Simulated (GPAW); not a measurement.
# NiO2 (P-3m1) in GPAW: a series of runs

Aim: see how the results for NiO2 move with the level of theory and the settings. Levels: LDA, PBEsol. Tasks: single point.

All numbers are computed with GPAW 26.7.0; they aren't measurements. Logs are shortened: lines on timing, memory, paths and dates and some standing lists are left out, and cuts for length are marked. The log counts tension as positive stress, the text compression.

## Step 1: Starting point

It takes space group P-3m1 (No. 164, trigonal). Conventional cell: a = 2.799 Å, b = 2.799 Å, c = 4.618 Å, α = 90.00°, β = 90.00°, γ = 120.00°. Around Ni (site symmetry -3m) lie 6 O at 1.88 Å. O (site symmetry 3m) has 3 Ni at 1.88 Å as nearest neighbours.

The cell comes from a database or a generator and needn't be the stable form of this composition.

## Step 2: Single point, LDA, collinear spin, ferromagnetic start

run.py reads:

```python
from ase import Atoms
from ase.dft.bandgap import bandgap
from ase.io import write
from ase.units import GPa
from gpaw import GPAW, PW

atoms = Atoms(['Ni', 'O', 'O'],
              cell=[[2.798781865, 0.0, 0.0],
                    [-1.3993909325, 2.4238161948, 0.0],
                    [0.0, 0.0, 4.618273]],
              scaled_positions=[[0.0, 0.0, 0.5],
                                [0.3333333333, 0.6666666667, 0.293961],
                                [0.6666666667, 0.3333333333, 0.706039]],
              pbc=True)
atoms.set_initial_magnetic_moments([2.0, 0.0, 0.0])

calc = GPAW(mode=PW(600),
            xc='LDA',
            kpts={'size': (9, 9, 5), 'gamma': True},
            occupations={'name': 'fermi-dirac', 'width': 0.05},
            nbands=26,
            maxiter=120,
            txt='gpaw.txt')
atoms.calc = calc
energy = atoms.get_potential_energy()
forces = atoms.get_forces()
stress = atoms.get_stress()
calc.write('gs.gpw')
write('result.traj', atoms)
print(f'Energy: {energy:.6f} eV')
print('Forces (eV/A):')
print(forces.round(4))
print('Stress (GPa):', (stress / GPa).round(3))
print('Moments:', calc.get_magnetic_moments().round(3))
print('Fermi level:', round(calc.get_fermi_level(), 4), 'eV')
print(f'Gap: {bandgap(calc)[0]:.4f} eV, direct: {bandgap(calc, direct=True)[0]:.4f} eV')
```

Potentials or basis: the program's PAW data sets (release 1.2.1) made for this functional, pw.

Command:

```console
$ OMP_NUM_THREADS=1 python run.py
```

gpaw.txt:

```text
__  _  _
 | _ |_)|_||  |
 |__||  | ||/\| - 26.7.0

Input parameters:
  mode=PW(ecut=600.0),
  kpts=MonkhorstPack(size=(9, 9, 5), gamma=True),
  maxiter=120,
  nbands=26,
  occupations=Occupations(name='fermi-dirac', width=0.05),
  xc=XC(name='LDA')

Diagonalizing LCAO Hamiltonian
Converting LCAO to pw mode

           O
       Ni
        O

Atoms  # Å, Bohr magnetons
|   | symbol |         x |        y |        z |    initial magnetic moments |
|---|--------|-----------|----------|----------|-----------------------------|
| 0 |     Ni |  0.000000 | 0.000000 | 2.309137 | ( 0.0000,  0.0000,  2.0000) |
| 1 |      O | -0.000000 | 1.615877 | 1.357592 | ( 0.0000,  0.0000,  0.0000) |
| 2 |      O |  1.399391 | 0.807939 | 3.260681 | ( 0.0000,  0.0000,  0.0000) |

Unit cell  # Å
| periodic |         x |        y |        z |  lengths |     angles |
|----------|-----------|----------|----------|----------|------------|
|      yes |  2.798782 | 0.000000 | 0.000000 | 2.798782 |  90.000000 |
|      yes | -1.399391 | 2.423816 | 0.000000 | 2.798782 |  90.000000 |
|      yes |  0.000000 | 0.000000 | 4.618273 | 4.618273 | 120.000000 |

Number of symmetries: 12
Symmetry operations  # r_c * U_cc + t_c -> r_c
|    | kind |            matrix            |
|----|------|------------------------------|
|  0 |  σ   |  1, 1, 0,  0,-1, 0,  0, 0, 1 |
|  1 |  S6  |  1, 1, 0, -1, 0, 0,  0, 0,-1 |
|  2 |  E   |  1, 0, 0,  0, 1, 0,  0, 0, 1 |
|  3 |  C2  |  1, 0, 0, -1,-1, 0,  0, 0,-1 |
|  4 |  C2  |  0, 1, 0,  1, 0, 0,  0, 0,-1 |
|  5 |  C3  |  0, 1, 0, -1,-1, 0,  0, 0, 1 |
|  6 |  S6  |  0,-1, 0,  1, 1, 0,  0, 0,-1 |
|  7 |  σ   |  0,-1, 0, -1, 0, 0,  0, 0, 1 |
|  8 |  σ   | -1, 0, 0,  1, 1, 0,  0, 0, 1 |
|  9 |  i   | -1, 0, 0,  0,-1, 0,  0, 0,-1 |
| 10 |  C3  | -1,-1, 0,  1, 0, 0,  0, 0, 1 |
| 11 |  C2  | -1,-1, 0,  0, 1, 0,  0, 0,-1 |

BZ-sampling:
  Number of BZ points: 405
  Number of IBZ points: 50

  Monkhorst-Pack size: [9, 9, 5]
  Monkhorst-Pack shift: [0, 0, 0]

K-points  # in reciprocal-cell coordinates
|     |                                coordinates |     weight |
|-----|--------------------------------------------|------------|
|   0 | (  0.00000000,   0.00000000,   0.00000000) | 0.00246914 |
|   1 | (  0.00000000,   0.00000000,   0.20000000) | 0.00493827 |
|   2 | (  0.00000000,   0.00000000,   0.40000000) | 0.00493827 |
|   3 | (  0.11111111,   0.00000000,  -0.40000000) | 0.01481481 |
|   4 | (  0.11111111,   0.00000000,  -0.20000000) | 0.01481481 |
|   5 | (  0.11111111,   0.00000000,   0.00000000) | 0.01481481 |
|   6 | (  0.11111111,   0.00000000,   0.20000000) | 0.01481481 |
|   7 | (  0.11111111,   0.00000000,   0.40000000) | 0.01481481 |
|   8 | (  0.22222222,  -0.11111111,   0.00000000) | 0.01481481 |
|   9 | (  0.22222222,  -0.11111111,   0.20000000) | 0.02962963 |
| ... |                                            |            |
|  49 | (  0.44444444,   0.44444444,   0.40000000) | 0.02962963 |

Plane wave coefficients: 1075
Cutoff: 600.0 eV

Spin-components: 2 (collinear spins)
Bands:           26
Projectors:      16
Spin-degeneracy: 1
Datatype:        complex128

Parallelization:
  kpt:    1
  domain: 1
  band:   1

Density:
  Valence electrons: 28.0
  Components: 2
  Grid points: [16 16 27]
  Charge: 0.0  # |e|

Potential:
  Grid points: [16 16 27]

species:
  Ni:
    name:    Nickel
    Z:       28.0
    valence: 16
    core:    12
    charge:  0.0  # [|e|]
    compensation charges:
      type: gauss
      rc: 0.36  # [Å]
      lmax: 2
    cutoffs:
      filter: 2.14  # [Å]
      core: 1.98  # [Å]
    projectors
    | kind |    occ | energy [eV] | rcut [Å] |
    |------|--------|-------------|----------|
    |   4s |  2.000 |      -5.858 |    1.164 |
    |   3p |  6.000 |     -71.266 |    1.207 |
    |   4p |  0.000 |      -1.338 |    1.207 |
    |   3d |  8.000 |      -9.141 |    1.138 |
    |    s |        |      21.353 |    1.164 |
    |    d |        |      18.071 |    1.138 |

    Using partial waves for Ni as LCAO basis

  O:
    name:    Oxygen
    Z:       8.0
    valence: 6
    core:    2
    charge:  0.0  # [|e|]
    compensation charges:
      type: gauss
      rc: 0.21  # [Å]
      lmax: 2
    cutoffs:
      filter: 1.17  # [Å]
      core: 0.83  # [Å]
    projectors
    | kind |    occ | energy [eV] | rcut [Å] |
    |------|--------|-------------|----------|
    |   2s |  2.000 |     -23.752 |    0.688 |
    |   2p |  4.000 |      -9.195 |    0.598 |
    |    s |        |       3.459 |    0.688 |
    |    p |        |      18.016 |    0.598 |
    |    d |        |       0.000 |    0.619 |

    Using partial waves for O as LCAO basis

Reference energy: -45356.412007  # eV

eigensolver:
  PPCG
  Converge bands: occupied
  niter=2

density mixing:
  MSR1-Mixer
  Pratt-step length: 0.05
  Maximum mixing coefficient: 0.75
  Old densities: 10
  SVD Regularization: 0.005
  Good broyden scale: 1.0
  Trust region scale: 1.0
  Backstep threshold: 4.0
  History deletion threshold: 6.0
  Fourier metric: weight=20.0, sigma=0.015

occupation numbers:
  Fermi-Dirac:
    width: 0.0500  # eV

poisson solver:
  ecut: 4800.0  # eV

xc functional:
  name: None

convergence criteria:
- Maximum [total energy] change in last 3 cyles: 0.0005 eV / valence electron
- Maximum integral of absolute [dens]ity change: 0.0001 electrons / valence electron
- Maximum integral of absolute [eigenst]ate change: 4e-08 eV^2 / valence electron
maximum number of iterations: 120

SCF iterations
|iter     | |      energy | eigst |  dens |  magmom |
|---------|-|-------------|-------|-------|---------|
|iter:   1| |  -22.962718 | +0.13 |       |  +2.0004|
|iter:   2| |  -22.264818 | -2.08 | -0.81 |  +1.9084|
|iter:   3| |  -22.010397 | -2.08 | -0.89 |  +1.1845|
|iter:   4| |  -22.194220 | -2.81 | -1.19 |  +0.2546|
|iter:   5| |  -22.228872 | -3.40 | -1.65 |  -0.0515|
|iter:   6| |  -22.224342 | -4.12 | -1.88 |  -0.0574|
|iter:   7| |  -22.227190c| -4.86 | -2.24 |  -0.0241|
|iter:   8| |  -22.227489c| -5.26 | -2.86 |  -0.0005|
|iter:   9| |  -22.227496c| -6.74 | -3.38 |  +0.0011|
|iter:  10| |  -22.227496c| -8.04c| -3.91 |  +0.0004|
|iter:  11| |  -22.227496c| -7.92c| -4.50c|  +0.0001|

Converged in 11 steps
Energy contributions relative to reference atoms: (reference = -45356.412007)

Energy contributions:
  Kinetic:          13.277834
  Coulomb:         -14.033755
  Zero:              0.188027
  External:          0.000000
  Xc:              -21.659598
  Entropy:          -0.000006
  Spinorbit:         0.000000
  ----------------------------
  Free energy:     -22.227498
  Extrapolated:    -22.227496

dipole moment: (-2.959851, -5.126612, 0.000002)  # |e|*Ang

Total magnetic moment: (0.000000, 0.000000, 0.000075)

Local magnetic moments
|        x |        y |        z |
|----------|----------|----------|
| 0.000000 | 0.000000 | 0.000006 |  # Ni   0
| 0.000000 | 0.000000 | 0.000004 |  # O    1
| 0.000000 | 0.000000 | 0.000004 |  # O    2

Fermi level: 3.337
Eigenvalues  # (at kpt = [0.000, 0.000, 0.000])
| band index |      eig [eV] | occ [0-1] |      eig [eV] | occ [0-1] |
|------------|---------------|-----------|---------------|-----------|
|          0 |       -61.445 |     1.000 |       -61.445 |     1.000 |
|        ... |               |           |               |           |
|          6 |        -2.734 |     1.000 |        -2.734 |     1.000 |
|          7 |        -2.734 |     1.000 |        -2.734 |     1.000 |
|          8 |         0.708 |     1.000 |         0.708 |     1.000 |
|          9 |         0.714 |     1.000 |         0.714 |     1.000 |
|         10 |         1.677 |     1.000 |         1.677 |     1.000 |
|         11 |         1.677 |     1.000 |         1.677 |     1.000 |
[... 8 lines left out ...]
|         20 |        22.174 |     0.000 |        22.174 |     0.000 |
|         21 |        26.398 |     0.000 |        26.398 |     0.000 |
|        ... |               |           |               |           |
|         25 |        30.821 |     0.000 |        30.822 |     0.000 |

Gap: 1.007 eV
Transition (v -> c):
  (s=1, k=7, n=13, [0.11, 0.00, 0.40]) -> (s=1, k=25, n=14, [0.33, 0.00, 0.40])
Direct/indirect transitions are different
Direct gap: 1.156 eV
Transition at: (s=0->1, k=15, n=13, [0.22, 0.00, 0.40])

Forces  # eV/Ang
|       x |        y |        z |
|---------|----------|----------|
| 0.00000 |  0.00000 |  0.00000 |  # Ni   0
| 0.00000 | -0.00000 |  0.73052 |  # O    1
| 0.00000 |  0.00000 | -0.73052 |  # O    2

Stress tensor  # eV/Ang^3
|        x |        y |        z |
|----------|----------|----------|
| 0.096098 | 0.000000 | 0.000000 |
| 0.000000 | 0.096098 | 0.000000 |
| 0.000000 | 0.000000 | 0.093569 |

# Writing to gs.gpw (mode='')
```

Wall time 28 s (1 thread of Intel Xeon 6975P-C (Granite Rapids), shared host); peak memory 0.19 GiB.

What came out:

```
Free energy            : -22.2275 eV
Pressure               : -15.3 GPa
Largest force          : 0.731 eV/Å
Band gap on the k mesh : 1.01 eV, indirect (least direct gap 1.16 eV)
Net moment             : 0.00 μB per cell
```

Forces on the atoms (eV/Å):
```
Ni   0.000  0.000  0.000
O    0.000  0.000  0.731
O    0.000  0.000 -0.731
```

Caveat: the cutoff is short for stress and forces, so pressures can be off by a GPa or more; the starting moments collapsed, and a magnetic state may lie lower; the stock nickel data set gives pressures a few GPa off other programs; so large a pressure means that the cell lies far from this level's equilibrium, or that cutoff or potentials fall short; an odd mesh through Γ misses points on the zone boundary, where band edges often lie.

## Step 3: Single point, PBEsol, collinear spin, ferromagnetic start

run.py: that of step 2 with these lines changed.

```diff
@@ -4,3 +4,5 @@
 from ase.units import GPa
-from gpaw import GPAW, PW
+from gpaw import GPAW, PW, setup_paths
+
+setup_paths.insert(0, '.')
 
@@ -17,3 +19,3 @@
 calc = GPAW(mode=PW(600),
-            xc='LDA',
+            xc='PBEsol',
             kpts={'size': (9, 9, 5), 'gamma': True},
```

Potentials or basis: PAW data sets generated in the run's folder for this functional, pw.

Command:

```console
$ gpaw-setup -f PBEsol Ni O
$ OMP_NUM_THREADS=1 python run.py
```

gpaw.txt:

```text
__  _  _
 | _ |_)|_||  |
 |__||  | ||/\| - 26.7.0

Input parameters:
  mode=PW(ecut=600.0),
  kpts=MonkhorstPack(size=(9, 9, 5), gamma=True),
  maxiter=120,
  nbands=26,
  occupations=Occupations(name='fermi-dirac', width=0.05),
  xc=XC(name='PBEsol')

Diagonalizing LCAO Hamiltonian
Converting LCAO to pw mode

           O
       Ni
        O

Atoms  # Å, Bohr magnetons
|   | symbol |         x |        y |        z |    initial magnetic moments |
|---|--------|-----------|----------|----------|-----------------------------|
| 0 |     Ni |  0.000000 | 0.000000 | 2.309137 | ( 0.0000,  0.0000,  2.0000) |
| 1 |      O | -0.000000 | 1.615877 | 1.357592 | ( 0.0000,  0.0000,  0.0000) |
| 2 |      O |  1.399391 | 0.807939 | 3.260681 | ( 0.0000,  0.0000,  0.0000) |

Unit cell  # Å
| periodic |         x |        y |        z |  lengths |     angles |
|----------|-----------|----------|----------|----------|------------|
|      yes |  2.798782 | 0.000000 | 0.000000 | 2.798782 |  90.000000 |
|      yes | -1.399391 | 2.423816 | 0.000000 | 2.798782 |  90.000000 |
|      yes |  0.000000 | 0.000000 | 4.618273 | 4.618273 | 120.000000 |

Number of symmetries: 12
Symmetry operations  # r_c * U_cc + t_c -> r_c
|    | kind |            matrix            |
|----|------|------------------------------|
|  0 |  σ   |  1, 1, 0,  0,-1, 0,  0, 0, 1 |
|  1 |  S6  |  1, 1, 0, -1, 0, 0,  0, 0,-1 |
|  2 |  E   |  1, 0, 0,  0, 1, 0,  0, 0, 1 |
|  3 |  C2  |  1, 0, 0, -1,-1, 0,  0, 0,-1 |
|  4 |  C2  |  0, 1, 0,  1, 0, 0,  0, 0,-1 |
|  5 |  C3  |  0, 1, 0, -1,-1, 0,  0, 0, 1 |
|  6 |  S6  |  0,-1, 0,  1, 1, 0,  0, 0,-1 |
|  7 |  σ   |  0,-1, 0, -1, 0, 0,  0, 0, 1 |
|  8 |  σ   | -1, 0, 0,  1, 1, 0,  0, 0, 1 |
|  9 |  i   | -1, 0, 0,  0,-1, 0,  0, 0,-1 |
| 10 |  C3  | -1,-1, 0,  1, 0, 0,  0, 0, 1 |
| 11 |  C2  | -1,-1, 0,  0, 1, 0,  0, 0,-1 |

BZ-sampling:
  Number of BZ points: 405
  Number of IBZ points: 50

  Monkhorst-Pack size: [9, 9, 5]
  Monkhorst-Pack shift: [0, 0, 0]

K-points  # in reciprocal-cell coordinates
|     |                                coordinates |     weight |
|-----|--------------------------------------------|------------|
|   0 | (  0.00000000,   0.00000000,   0.00000000) | 0.00246914 |
|   1 | (  0.00000000,   0.00000000,   0.20000000) | 0.00493827 |
|   2 | (  0.00000000,   0.00000000,   0.40000000) | 0.00493827 |
|   3 | (  0.11111111,   0.00000000,  -0.40000000) | 0.01481481 |
|   4 | (  0.11111111,   0.00000000,  -0.20000000) | 0.01481481 |
|   5 | (  0.11111111,   0.00000000,   0.00000000) | 0.01481481 |
|   6 | (  0.11111111,   0.00000000,   0.20000000) | 0.01481481 |
|   7 | (  0.11111111,   0.00000000,   0.40000000) | 0.01481481 |
|   8 | (  0.22222222,  -0.11111111,   0.00000000) | 0.01481481 |
|   9 | (  0.22222222,  -0.11111111,   0.20000000) | 0.02962963 |
| ... |                                            |            |
|  49 | (  0.44444444,   0.44444444,   0.40000000) | 0.02962963 |

Plane wave coefficients: 1075
Cutoff: 600.0 eV

Spin-components: 2 (collinear spins)
Bands:           26
Projectors:      16
Spin-degeneracy: 1
Datatype:        complex128

Parallelization:
  kpt:    1
  domain: 1
  band:   1

Density:
  Valence electrons: 28.0
  Components: 2
  Grid points: [16 16 27]
  Charge: 0.0  # |e|

Potential:
  Grid points: [16 16 27]

species:
  Ni:
    name:    Nickel
    Z:       28.0
    valence: 16
    core:    12
    charge:  0.0  # [|e|]
    compensation charges:
      type: gauss
      rc: 0.36  # [Å]
      lmax: 2
    cutoffs:
      filter: 2.14  # [Å]
      core: 1.98  # [Å]
    projectors
    | kind |    occ | energy [eV] | rcut [Å] |
    |------|--------|-------------|----------|
    |   4s |  2.000 |      -5.661 |    1.164 |
    |   3p |  6.000 |     -71.261 |    1.207 |
    |   4p |  0.000 |      -1.193 |    1.207 |
    |   3d |  8.000 |      -8.901 |    1.138 |
    |    s |        |      21.550 |    1.164 |
    |    d |        |      18.310 |    1.138 |

    Using partial waves for Ni as LCAO basis

  O:
    name:    Oxygen
    Z:       8.0
    valence: 6
    core:    2
    charge:  0.0  # [|e|]
    compensation charges:
      type: gauss
      rc: 0.21  # [Å]
      lmax: 2
    cutoffs:
      filter: 1.17  # [Å]
      core: 0.83  # [Å]
    projectors
    | kind |    occ | energy [eV] | rcut [Å] |
    |------|--------|-------------|----------|
    |   2s |  2.000 |     -23.808 |    0.688 |
    |   2p |  4.000 |      -8.972 |    0.598 |
    |    s |        |       3.404 |    0.688 |
    |    p |        |      18.239 |    0.598 |
    |    d |        |       0.000 |    0.619 |

    Using partial waves for O as LCAO basis

Reference energy: -45400.522703  # eV

eigensolver:
  PPCG
  Converge bands: occupied
  niter=2

density mixing:
  MSR1-Mixer
  Pratt-step length: 0.05
  Maximum mixing coefficient: 0.75
  Old densities: 10
  SVD Regularization: 0.005
  Good broyden scale: 1.0
  Trust region scale: 1.0
  Backstep threshold: 4.0
  History deletion threshold: 6.0
  Fourier metric: weight=20.0, sigma=0.015

occupation numbers:
  Fermi-Dirac:
    width: 0.0500  # eV

poisson solver:
  ecut: 4800.0  # eV

xc functional:
  name: PBEsol with 2 nearest neighbor stencil

convergence criteria:
- Maximum [total energy] change in last 3 cyles: 0.0005 eV / valence electron
- Maximum integral of absolute [dens]ity change: 0.0001 electrons / valence electron
- Maximum integral of absolute [eigenst]ate change: 4e-08 eV^2 / valence electron
maximum number of iterations: 120

SCF iterations
|iter     | |      energy | eigst |  dens |  magmom |
|---------|-|-------------|-------|-------|---------|
|iter:   1| |  -21.293119 | +0.12 |       |  +2.0005|
|iter:   2| |  -20.613795 | -2.09 | -0.82 |  +1.9124|
|iter:   3| |  -20.458143 | -2.11 | -0.89 |  +1.1587|
|iter:   4| |  -20.683099 | -2.64 | -1.19 |  +0.2168|
|iter:   5| |  -20.720990 | -3.38 | -1.69 |  -0.0681|
|iter:   6| |  -20.718737 | -4.16 | -1.92 |  -0.0494|
|iter:   7| |  -20.722884c| -4.36 | -2.25 |  -0.0269|
|iter:   8| |  -20.723314c| -5.06 | -2.81 |  -0.0003|
|iter:   9| |  -20.723335c| -6.21 | -3.35 |  +0.0015|
|iter:  10| |  -20.723336c| -7.47c| -3.78 |  +0.0004|
|iter:  11| |  -20.723336c| -8.56c| -4.41c|  +0.0001|

Converged in 11 steps
Energy contributions relative to reference atoms: (reference = -45400.522703)

Energy contributions:
  Kinetic:          14.123455
  Coulomb:         -14.783554
  Zero:              0.288238
  External:          0.000000
  Xc:              -20.351472
  Entropy:          -0.000003
  Spinorbit:         0.000000
  ----------------------------
  Free energy:     -20.723337
  Extrapolated:    -20.723336

dipole moment: (-2.951124, -5.111497, 0.000002)  # |e|*Ang

Total magnetic moment: (0.000000, 0.000000, 0.000052)

Local magnetic moments
|        x |        y |         z |
|----------|----------|-----------|
| 0.000000 | 0.000000 | -0.000021 |  # Ni   0
| 0.000000 | 0.000000 |  0.000012 |  # O    1
| 0.000000 | 0.000000 |  0.000012 |  # O    2

Fermi level: 3.628
Eigenvalues  # (at kpt = [0.000, 0.000, 0.000])
| band index |      eig [eV] | occ [0-1] |      eig [eV] | occ [0-1] |
|------------|---------------|-----------|---------------|-----------|
|          0 |       -61.398 |     1.000 |       -61.398 |     1.000 |
|        ... |               |           |               |           |
|          6 |        -2.414 |     1.000 |        -2.414 |     1.000 |
|          7 |        -2.414 |     1.000 |        -2.414 |     1.000 |
|          8 |         0.978 |     1.000 |         0.978 |     1.000 |
|          9 |         0.981 |     1.000 |         0.981 |     1.000 |
|         10 |         1.979 |     1.000 |         1.979 |     1.000 |
|         11 |         1.979 |     1.000 |         1.979 |     1.000 |
[... 8 lines left out ...]
|         20 |        22.536 |     0.000 |        22.536 |     0.000 |
|         21 |        26.770 |     0.000 |        26.771 |     0.000 |
|        ... |               |           |               |           |
|         25 |        31.378 |     0.000 |        31.379 |     0.000 |

Gap: 1.076 eV
Transition (v -> c):
  (s=0, k=7, n=13, [0.11, 0.00, 0.40]) -> (s=1, k=25, n=14, [0.33, 0.00, 0.40])
Direct/indirect transitions are different
Direct gap: 1.214 eV
Transition at: (s=0->1, k=15, n=13, [0.22, 0.00, 0.40])

Forces  # eV/Ang
|        x |       y |        z |
|----------|---------|----------|
|  0.00000 | 0.00000 |  0.00000 |  # Ni   0
| -0.00000 | 0.00000 |  0.19859 |  # O    1
|  0.00000 | 0.00000 | -0.19859 |  # O    2

Stress tensor  # eV/Ang^3
|        x |        y |        z |
|----------|----------|----------|
| 0.038669 | 0.000000 | 0.000000 |
| 0.000000 | 0.038669 | 0.000000 |
| 0.000000 | 0.000000 | 0.045831 |

# Writing to gs.gpw (mode='')
```

Run time: 28 s. Hardware: 1 thread of AMD EPYC 9R45 (Zen 5), shared host; peak memory 0.19 GiB.

Results:

* Free energy: -20.7233 eV
* Pressure: -6.6 GPa
* Largest force: 0.199 eV/Å
* Band gap on the k mesh: 1.08 eV, indirect (least direct gap 1.21 eV)
* Net moment: 0.00 μB per cell

Forces in eV/Å, atoms in the order of the input:
```
Ni   0.000  0.000  0.000
O    0.000  0.000  0.199
O    0.000  0.000 -0.199
```

Caveat: the cutoff is short for stress and forces, so pressures can be off by a GPa or more; the starting moments collapsed, and a magnetic state may lie lower; the stock nickel data set gives pressures a few GPa off other programs; an odd mesh through Γ misses points on the zone boundary, where band edges often lie.
